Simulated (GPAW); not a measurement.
Crystal: Au.

```
Au
1.0
     0.00000    2.03500    2.03500
     2.03500    0.00000    2.03500
     2.03500    2.03500    0.00000
Au
1
Direct
  0.00000 0.00000 0.00000
```

Base run:

```yaml
Program: GPAW 26.7.0
Functional: r2SCAN
Potentials_or_basis: GPAW PAW data sets (gpaw-data 1.2.1)
Cutoff: 600 eV
Basis: pw
k_mesh: 8 × 8 × 8
Occupations: fermi-dirac, width 0.05 eV
Spin: spin-orbit coupling, no magnetisation
```

Its results: pressure 11.1 GPa.

**Question.** The run is repeated on the same cell with these changes: functional from r2SCAN to PBE; soc after scf from second variation without the xc potential to second variation. What comes out?

**Answer.** Pressure 14.4 GPa.

Caveats: with this Au data set, volumes or pressures lay over 1.5 % or 2 GPa off other programs in two to four cells of ten; spin-orbit coupling was added after a scalar SCF, so levels and gaps hold it while energy, forces, pressure and moments don't; the PAW data sets were made with another functional, which shifts forces and pressure a little (some runs).
